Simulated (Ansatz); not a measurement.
# WS2: LAPW beside PAW

The same cell of WS2 is computed with all-electron LAPW, PAW with frozen cores and datasets made for this crystal, to set the results side by side.

Method: DFT LDA, scalar-relativistic, in Ansatz 0.2.0.

## (1) The system as given

The structure is trigonal, space group R3m (No. 160). Conventional cell: a = 3.158 Å, b = 3.158 Å, c = 18.490 Å, α = 90.00°, β = 90.00°, γ = 120.00°. Around W (site symmetry 3m) lie 6 S at 2.39 to 2.42 Å. S (site symmetry 3m) is surrounded by 3 W at 2.39 Å. S (site symmetry 3m) has 3 W at 2.42 Å as nearest neighbours.

As a file:

```cif
data_structure
_symmetry_space_group_name_H-M 'P 1'
_symmetry_Int_Tables_number 1
_cell_length_a 6.4274
_cell_length_b 6.4274
_cell_length_c 6.4274
_cell_angle_alpha 28.443
_cell_angle_beta 28.443
_cell_angle_gamma 28.443
_cell_volume 53.23
loop_
_atom_site_label
_atom_site_type_symbol
_atom_site_fract_x
_atom_site_fract_y
_atom_site_fract_z
_atom_site_occupancy
W1 W 0.00000 0.00000 0.00000 1
S1 S 0.75030 0.75030 0.75030 1
S2 S 0.58100 0.58100 0.58100 1
```

Structure: COD 9012192, as refined from experiment and not relaxed.

Atoms are numbered in the order of the input: W1, S2, S3.

## (2) All-electron LAPW

Contents of input.yaml:

```yaml
crystal:
  lattice:
    - [1.5790003843, 0.9116362969, 6.16333]
    - [-1.5790003843, 0.9116362969, 6.16333]
    - [0.0, -1.8232725938, 6.16333]
  atoms:
    - { symbol: W, position: [0.0, 0.0, 0.0] }
    - { symbol: S, position: [0.7503, 0.7503, 0.7503] }
    - { symbol: S, position: [0.581, 0.581, 0.581] }
kpoints:
  mp_grid: { grid: [13, 13, 13] }
  band_path:
    path:
      - [0.0, 0.0, 0.0]
      - [0.5, 0.5, 0.5]
      - [0.8187478403, 0.1812521597, 0.5]
      - [0.5, -0.1812521597, 0.1812521597]
      - [0.5, 0.0, 0.0]
      - [0.0, 0.0, 0.0]
      - [0.3406260799, -0.3406260799, 0.0]
      - [0.6593739201, 0.0, 0.3406260799]
      - [0.5, 0.0, 0.5]
    npoints: 14
scf:
  occupations: { method: fermi_dirac, width: 0.08 }
hamiltonian:
  xc: lda
  pseudopotentials: { kind: all_electron, lapw: { basis_error: 0.0005 } }
output:
  forces: true
  stress: true
  eigenvalues: true
  populations: true
  dos: { projected: true, de: 0.2, e_range: [-14, 8] }
```

Command:

```bash
$ ansatz run input.yaml --threads 1 --pin off --max-ram 6144MiB --backend cpu --events-out ev --progress --plain --runs-dir out
```

## (3) PAW with frozen cores

Edit input.yaml of step 2 so:

```diff
@@ -27,3 +27,3 @@
   xc: lda
-  pseudopotentials: { kind: all_electron, lapw: { basis_error: 0.0005 } }
+  pseudopotentials: { kind: paw }
 output:
@@ -32,3 +32,9 @@
   eigenvalues: true
+  efg: { contact_densities: true }
   populations: true
+  bader: true
   dos: { projected: true, de: 0.2, e_range: [-14, 8] }
+  write_density: true
+  write_potential: true
+  elf: true
+  volumetric_format: npy
```

## (4) Datasets made for this crystal

Edit input.yaml of step 3 so:

```diff
@@ -22,3 +22,3 @@
       - [0.5, 0.0, 0.5]
-    npoints: 14
+    npoints: 8
 scf:
@@ -27,3 +27,3 @@
   xc: lda
-  pseudopotentials: { kind: paw }
+  pseudopotentials: { kind: all_electron, datasets: crystal }
 output:
@@ -33,8 +33 @@
   efg: { contact_densities: true }
-  populations: true
-  bader: true
-  dos: { projected: true, de: 0.2, e_range: [-14, 8] }
-  write_density: true
-  write_potential: true
-  elf: true
-  volumetric_format: npy
```

(Steps that only read results are left out.)

**Question.** What will these runs give? Wanted: pressure; gap; largest force; Bader charges; highest ELF.

The runs gave:

| quantity | value |
| --- | --- |
| pressure | LAPW -3.61, PAW -3.65, crystal datasets -3.61 GPa |
| gap (LAPW) | 0.94 eV, indirect from T to Γ–S0 |
| largest force | LAPW 0.585, PAW 0.585, crystal datasets 0.584 eV/Å |
| Bader charges (PAW) | W1 +1.28, S2 -0.65, S3 -0.63 e |
| highest ELF (PAW) | 0.96, 0.88 Å from S |

In words: The pressure of -3.6 GPa pushes the cell to shrink, with the atoms held in place. The gap is 0.94 eV, indirect from T to Γ–S0. Spin-orbit coupling is left out, though the cell holds W; it can shift such gaps by tenths of an eV. The top eV of the valence band is mostly W 5d (65 % of the projected weight). The projection holds only the free atom's occupied shells (W 6s, W 5d, S 3s, S 3p in this range). The field gradient at W1, the largest by crystal datasets, is -17.56 by PAW and -17.27 by crystal datasets (10²¹ V/m²), within 5 %. Spin–orbit coupling is left out, which moves gradients at and beside heavy atoms by some per cent and at worst by a factor of two. In pressure, PAW differs from LAPW by -0.04 GPa and less than 0.01 eV in the gap. The forces differ by at most 1 meV/Å in a component, on a largest force of 0.585 eV/Å. LAPW took about 5 times as long as PAW (3.7 min against 48 s, on a shared host and with the outputs that each input asks for).
